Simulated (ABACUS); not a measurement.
InP:

```
In P
1.0
     0.00000    2.93050    2.93050
     2.93050    0.00000    2.93050
     2.93050    2.93050    0.00000
In P
1 1
Direct
  0.00000 0.00000 0.00000
  0.25000 0.25000 0.25000
```

| Item | Value |
| --- | --- |
| Program | ABACUS 3.10.1 |
| Task | relaxation of cell and atoms |
| Functional | HLE16 |
| Potentials or basis | PseudoDojo NC SR 0.4.1 PBE standard |
| Cutoff | 966 eV |
| Density cutoff | 3864 eV |
| Basis | plane waves |
| k mesh | 6 × 6 × 6 |
| Occupations | fermi-dirac, width 0.05 eV |
| Spin | no spin polarisation |

At the start: pressure -5.5 GPa; volume 25.17 Å³/atom.

How do energy, volume and symmetry change on relaxing?

Over 3 steps the energy falls by 37.6 meV/atom and the volume is 23.16 Å³/atom (-8.0 %); space group F-43m (No. 216, to 0.05 Å).

Step by step:
| step | energy change (eV) | largest force (eV/Å) | pressure (GPa) | volume (Å³) |
| --- | --- | --- | --- | --- |
| 1 | 0.0000 | 0.0000 | -5.55 | 50.33 |
| 2 | -0.0446 | 0.0000 | 4.51 | 44.04 |
| 3 | -0.0751 | 0.0000 | -0.03 | 46.32 |

Final structure:
```
In P
1.0
     0.00000    2.85049    2.85049
     2.85049    0.00000    2.85049
     2.85049    2.85049    0.00000
In P
1 1
Direct
  0.00000 0.00000 0.00000
  0.25000 0.25000 0.25000
```

Caveat: the potentials were made for a functional far from this one; the potentials were made for another functional, which shifts forces and pressure.
